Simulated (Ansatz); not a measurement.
Isolated molecules relaxed with PBE0-D4/def2-TZVP in Ansatz; ΔE leaves out vibrations. CCSD(T)/CBS is the MP2 limit (def2-TZVPP, def2-QZVPP) plus CCSD(T) − MP2 in def2-TZVPP, frozen cores. Functionals use def2-TZVPP. B3LYP here is the variant with VWN-RPA as its local correlation; programs differ in this. HSE06 is defined as in plane-wave codes. Each species was taken in one conformer, which may not be the lowest.

`Cc1cccc(O)c1` + `NCF` → `CNCF` + `Oc1ccccc1`  (substitution at a C–C bond)

| level | ΔE (kcal/mol) |
| --- | --- |
| HSE06-D4 | 9.6 |
| PBE-QIDH | 9.8 |
| B3LYP | 8.2 |
| HF/def2-SVP | 7.0 |
| MP2/def2-SVP | 9.8 |
| HF/def2-TZVPP | 7.8 |
| CCSD(T)/def2-TZVPP | 9.4 |
| CCSD/CBS(def2) | 9.2 |

(1) What does CCSD(T)/CBS give? (Best estimate.)

Largest T1 diagnostic among the species: 0.011.

Results:

(1) Ansatz gave: +9.4 kcal/mol. The listed levels differ from it by 0.2, 0.4, -1.2, -2.4, 0.4, -1.6, 0.0, -0.2 kcal/mol.

Leaving LDA and LC-ωPBE aside and taking each functional with its dispersion term where it has one, the values, not all of them listed here, spread over 1.2 kcal/mol, from BLYP-D4 to B97M-V. At CCSD(T), def2-SVP lies −0.8 kcal/mol from the extrapolated value and def2-TZVPP −0.0 kcal/mol.

CCSD(T)/CBS has its own doubt, a few kJ/mol and more with outer-core shells, so smaller differences from it don't rank the levels.
